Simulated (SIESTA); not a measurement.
The system is NiO.

```xyz
2
Lattice="0.0000 2.0859 2.0859 2.0859 0.0000 2.0859 2.0859 2.0859 0.0000" Properties=species:S:1:pos:R:3 pbc="T T T"
Ni    0.0000    0.0000    0.0000
O     2.0859    2.0859    2.0859
```

| Quantity | Value |
| --- | --- |
| Program | SIESTA 5.4.2 |
| Task | relaxation of cell and atoms |
| Functional | LDA |
| Potentials or basis | PseudoDojo 0.4 standard (LDA files) |
| Basis | DZP (energy shift 0.003 Ry; two zetas on semicore shells) |
| Grid cutoff | 800 Ry |
| Energy shift | 0.003 Ry |
| k mesh | 8 × 8 × 8 |
| Occupations | fermi-dirac, width 0.05 eV |
| Spin | collinear spin, ferromagnetic start |
| Starting moments | [1.0, 0.0] μB |

At the start: pressure -18.0 GPa; volume 9.08 Å³/atom.

**Question.** Where does the relaxation end?

**Answer.** Over 7 steps the energy falls by 45.3 meV/atom and the volume is 8.33 Å³/atom (-8.2 %); space group Fm-3m (No. 225, to 0.05 Å); moment 0.70 μB per cell.

Step by step:
```
step  energy change (eV)  largest force (eV/Å)  pressure (GPa)  volume (Å³)
   1              0.0000                0.0000          -18.01        18.15
   2             -0.0101                0.0000          -17.13        18.06
   3             -0.0889                0.0000            2.94        16.50
   4             -0.0901                0.0000           -1.49        16.78
   5             -0.0905                0.0000            0.67        16.63
   6             -0.0905                0.0000           -0.34        16.69
   7             -0.0906                0.0000            0.07        16.67
```

Final structure:
```
Ni O
1.0
     0.00000    2.02739    2.02739
     2.02739    0.00000    2.02739
     2.02739    2.02739    0.00000
Ni O
1 1
Direct
  0.00000 0.00000 0.00000
  0.50000 0.50000 0.50000
```

Caveat: short orbitals over semicore shells can move pressures by several GPa; the basis of atomic orbitals isn't converged, which shifts pressures, moduli and gaps; a cell with one magnetic atom can't hold antiferromagnetic order, which such compounds often take.
